Before a cell of cubic boron nitride is built for a study of strain or an interface, someone has to decide which method sets its volume. The method nearest to the measured volume looks like the safe choice, and here that is PBE, barely ahead of SCAN. The choice is less safe than it looks, because the measured crystal vibrates and the computed ones stand still.

Cubic boron nitride (F-43m, 2-atom cell) with a force field and with periodic Kohn-Sham DFT, in the programs named in the table. Volumes are for a static lattice at each method's own minimum, without zero-point or thermal motion; the measured reference is 5.906 Å³/atom at 295 K.

```csv
method,rung,program,potentials,basis,k mesh,smearing,equilibrium volume (Å³/atom),computed less measured (Å³/atom)
Tersoff-Brenner,force field,matscipy-through-ASE,Matsunaga_Fisher_Matsubara_Jpn_J_Appl_ Phys_39_48_B_C_N,default,none 2-atom cell,none,6.106,0.200
PBE,GGA,Quantum ESPRESSO,SSSP 1.3 efficiency PBE,816 eV,13x13x13 2-atom cell,Fermi Dirac 0.05eV,5.939,0.033
SCAN,meta-GGA,ABACUS,SG15 ONCV 1.2 PBE,1320 eV,8x8x8 2-atom cell,Fermi Dirac 0.05eV,5.869,-0.037
rSCAN,meta-GGA,ABACUS,SG15 ONCV 1.2 PBE,1320 eV,8x8x8 2-atom cell,Fermi Dirac 0.05eV,5.855,-0.051
HSEsol,hybrid,Ansatz,Ansatz PAW,420 eV,7x7x7 2-atom cell,Fermi Dirac 0.05eV,5.757,-0.149
PBE0,hybrid,Ansatz,Ansatz PAW,420 eV,7x7x7 2-atom cell,Fermi Dirac 0.05eV,5.815,-0.091
```

Even at absolute zero the atoms keep their zero-point motion. Light atoms on stiff bonds have a lot of it, and its energy falls when the crystal expands, because the bonds soften. The vibrations therefore push outwards like a gas until the elastic resistance of the crystal stops them. A static calculation lacks this push, so an exact one should give a volume below the measured value.

The size of the effect follows from a balance of two pressures. Let $E_z$ be the zero-point energy per atom, $V$ the volume per atom, $B$ the bulk modulus and $\gamma$ the Grüneisen parameter, which is the relative fall of the vibrational energy per relative gain in volume. The outward pressure is $\gamma E_z/V$ and the elastic answer to an expansion $\Delta V$ is $B\,\Delta V/V$, so

$$\Delta V=\frac{\gamma E_z}{B}\approx\frac{1.0\times 0.16\ \text{eV}}{2.32\ \text{eV/Å}^3}\approx 0.07\ \text{Å}^3 .$$

The values of $\gamma$ and $E_z$ are rough recalled ones, and $B$ is the 371 GPa of the PBE run. Taking about 0.07 Å³ off the measured 5.906 leaves roughly 5.84 Å³ per atom as the fair target for a static calculation. Thermal expansion up to room temperature is small in so stiff a crystal and is neglected. The printed analysis after the text repeats the comparison for a weaker and a stronger vibrational push.

**The force field.** The Tersoff-Brenner row lies highest, 0.20 Å³ above the measured volume. In terms of the bond the miss is milder: 1.583 Å against 1.565 Å, about one percent, which the cube of the length turns into more than three percent of volume. Such a potential holds no electrons, only energy terms that depend on distances and angles, so its bond length is whatever its parameters make it. In this family the terms for unlike atoms are often mixed from those for like atoms, and it is a guess that this is what stretches the B–N bond here.

**PBE.** This row misses the measured volume by only 0.03 Å³, but against the static target the excess is about 0.10 Å³. Most of the apparent agreement is thus a cancellation: the functional makes the crystal too large by itself, and the absent vibrations would have made it larger still. The estimate is rough, yet even the weaker vibrational push leaves PBE farther from the target than SCAN, rSCAN or PBE0.

A likely source of the excess is the way PBE treats exchange. When the crystal is stretched, the electron density between the atoms thins out and varies more steeply in relation to its own size. PBE lowers the exchange energy wherever the density varies steeply, and so it favours the stretched crystal a little too much. Functionals such as WC and PBEsol give a smaller reward where the density varies slowly or moderately, and they contract solids.

A WC calculation of the same crystal gives 5.864 Å³, about 0.07 below PBE, although both belong to the same rung. That is the direction which the argument demands, but the program and the potentials changed too, and the WC run warned that its PAW spheres overlap, which may shift its volume by an amount not tested here. PBE with an added dispersion attraction comes out at practically the same volume as WC. Part of PBE's excess may therefore be weak attraction between the atoms that PBE leaves out, and these numbers do not settle the shares.

**SCAN and rSCAN.** Both meta-GGA rows lie slightly below the measured volume and, after the vibrational correction, slightly above the static target. These functionals also use the kinetic-energy density of the electrons, which tells a covalent bond from a region where the density is nearly uniform. They can treat the two differently, while a GGA must serve both with one rule. Theory thus offers a reason to expect a volume nearer to the static target than PBE's, as is found here, with the reservation that the program changed too and that both ran with potentials made for PBE.

The two rows differ from each other by 0.014 Å³. They share program, potentials, cutoff and mesh, so the step probably belongs to the functionals themselves. rSCAN is the nearer of the two to the static target under each vibrational push tried, but so small a lead could change with potentials made for these functionals. SCAN is also known to be sensitive to the integration grid, a weakness that rSCAN was designed to reduce.

**The hybrids.** HSEsol and PBE0 give the two smallest volumes. In a GGA each electron still partly repels itself, which spreads the valence density too far. Replacing a quarter of the exchange by exact exchange removes part of this error. The valence density should then be held more tightly, and the bonds should come out shorter. The fall of 0.124 Å³ from PBE to PBE0 agrees with this picture, but it also contains a change of program, potentials, cutoff and mesh.

HSEsol looks irregular, since it shares the hybrid rung with PBE0 and yet lies 0.058 Å³ lower. Here program, potentials, cutoff and mesh are the same, so the step belongs far more clearly to the functional. HSEsol combines exact exchange with the weaker gradient reward of PBEsol, and each of the two contracts the crystal. It also screens exact exchange at long range, which should matter less for the bond length in an insulator with so wide a gap. With both contractions at work HSEsol overshoots, and it stays about 0.08 Å³ below even the static target.

PBE0, with only one of the two, ends about 0.02 Å³ below that target. This remainder is hardly larger than the doubt about it. The vibrational estimate is uncertain by about 0.01 Å³, and so is the volume itself, depending on whether the stress is corrected for the change of the plane-wave basis with the cell. The PBE0 volume here includes that correction and would be slightly smaller without it. PBE0, SCAN and rSCAN are therefore all close to the target, and their order among themselves is open.

The larger differences among the density-functional rows thus fit what is expected of each functional, although changes of program and potentials are mixed in, and the rung is only a loose guide to the volume. For the cell to be built, the consequence is to use the chosen method's own minimum as the unstrained state. A PBE crystal held at the measured volume is already compressed by about $371\times0.033/5.94\approx 2$ GPa. An HSEsol crystal held there is under tension, by several times as much, and either stress could be mistaken for an effect of the interface.

The analysis program printed:

```
measured volume (angstrom^3/atom): 5.906
measured B-N bond length from the volume (angstrom): 1.565
rough zero-point expansion (angstrom^3/atom): 0.06901
rough zero-point expansion (percent of measured volume): 1.168
rough static reference volume (angstrom^3/atom): 5.837
Misses against the measured and the rough static reference:
              row  percent off measured  bond length in angstrom  off static with small shift  off static with middle shift  off static with large shift
  Tersoff-Brenner                 3.386                    1.583                       0.2552                         0.269                       0.2828
              PBE                0.5588                    1.568                      0.08821                         0.102                       0.1158
             SCAN               -0.6265                    1.562                      0.01821                       0.03201                      0.04581
            rSCAN               -0.8635                    1.561                     0.004206                       0.01801                      0.03181
           HSEsol                -2.523                    1.552                     -0.09379                      -0.07999                     -0.06619
             PBE0                -1.541                    1.557                     -0.03579                      -0.02199                    -0.008192
PBE0 less PBE (angstrom^3/atom): -0.124
HSEsol less PBE0 (angstrom^3/atom): -0.058
WC less PBE (angstrom^3/atom): -0.07492
PBE with D3(BJ) less PBE (angstrom^3/atom): -0.0744
SCAN less PBE (angstrom^3/atom): -0.07
SCAN less rSCAN (angstrom^3/atom): 0.014
force field less PBE (angstrom^3/atom): 0.167
PBE volume from energies less that from stresses (angstrom^3/atom): 0.007025
rough effect of the Pulay correction on the PBE0 volume (angstrom^3/atom): 0.01331
lead of PBE over SCAN in closeness to the measured volume (angstrom^3/atom): 0.004
```
